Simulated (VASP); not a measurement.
## Ru: density of states with PW91+D4

Ru:

```
CELL_PARAMETERS angstrom
2.70580 0.00000 0.00000
-1.35290 2.34329 0.00000
0.00000 0.00000 4.28190
ATOMIC_POSITIONS crystal
Ru 0.66667 0.33333 0.75000
Ru 0.33333 0.66667 0.25000
```

```json
{
 "Program": "VASP 6.6.1",
 "Task": "density of states",
 "Functional": "PW91",
 "Dispersion": "D4",
 "Potentials or basis": "VASP PAW PBE potentials, release 64 (Ru_pv)",
 "Cutoff": "520 eV",
 "k mesh": "11 × 11 × 6",
 "Occupations": "tetrahedron, width 0.5 eV",
 "Spin": "no spin polarisation",
 "k mesh for the DOS": "17 × 17 × 9",
 "Occupations for the DOS": "tetrahedron",
 "Further INCAR settings": "ALGO = Fast; EDIFF = 1e-07; NBANDS = 21; NELMDL = -8"
}
```

* Valence electrons inside the program's atomic spheres: Ru 12.68
* Dispersion energy per atom: -0.423 eV

Levels at points of the mesh, in eV from the Fermi level:
```tsv
k point	band 11	band 12	band 13	band 14	band 15	band 16	band 17	band 18
(0.00, 0.00, 0.00)	-2.43	-1.93	-1.93	-1.40	-1.40	1.18	1.18	1.37
```

States per cell in windows of 0.5 eV (zero at the Fermi level; states under -8 eV left out):
```
from (eV)  total  Ru1_d  Ru2_d  Ru1_p  Ru2_p  Ru1_s  Ru2_s
     -8.0   0.02   0.00   0.00   0.00   0.00   0.00   0.00
     -7.5   0.06   0.00   0.00   0.00   0.00   0.02   0.02
     -7.0   0.08   0.00   0.00   0.00   0.00   0.02   0.02
     -6.5   0.33   0.08   0.08   0.00   0.00   0.04   0.04
     -6.0   1.24   0.38   0.38   0.02   0.02   0.09   0.09
     -5.5   1.68   0.56   0.56   0.03   0.03   0.08   0.08
     -5.0   1.04   0.37   0.37   0.02   0.02   0.04   0.04
     -4.5   1.28   0.47   0.47   0.03   0.03   0.03   0.03
     -4.0   1.44   0.54   0.54   0.04   0.04   0.02   0.02
     -3.5   0.99   0.39   0.39   0.02   0.02   0.01   0.01
     -3.0   1.65   0.67   0.67   0.04   0.04   0.01   0.01
     -2.5   1.62   0.66   0.66   0.04   0.04   0.01   0.01
     -2.0   1.48   0.59   0.59   0.04   0.04   0.01   0.01
     -1.5   1.27   0.51   0.51   0.04   0.04   0.01   0.01
     -1.0   1.05   0.43   0.43   0.03   0.03   0.01   0.01
     -0.5   0.85   0.36   0.36   0.02   0.02   0.00   0.00
      0.0   0.80   0.36   0.36   0.01   0.01   0.00   0.00
      0.5   1.09   0.50   0.50   0.01   0.01   0.00   0.00
      1.0   1.86   0.87   0.87   0.01   0.01   0.01   0.01
      1.5   1.32   0.62   0.62   0.01   0.01   0.01   0.01
      2.0   0.26   0.09   0.09   0.01   0.01   0.01   0.01
      2.5   0.24   0.08   0.08   0.02   0.02   0.01   0.01
      3.0   0.28   0.08   0.08   0.02   0.02   0.01   0.01
      3.5   0.25   0.07   0.07   0.02   0.02   0.01   0.01
      4.0   0.24   0.06   0.06   0.03   0.03   0.01   0.01
      4.5   0.22   0.05   0.05   0.03   0.03   0.01   0.01
      5.0   0.24   0.05   0.05   0.03   0.03   0.01   0.01
      5.5   0.20   0.04   0.04   0.03   0.03   0.01   0.01
      6.0   0.21   0.04   0.04   0.03   0.03   0.01   0.01
      6.5   0.21   0.04   0.04   0.03   0.03   0.01   0.01
      7.0   0.25   0.04   0.04   0.04   0.04   0.01   0.01
      7.5   0.18   0.03   0.03   0.03   0.03   0.01   0.01
```

It took 57 s on 1 thread of Intel(R) Xeon(R) Platinum 8375C CPU @ 2.90GHz (Ice Lake), with other jobs on the host, peak memory 0.19 GiB.
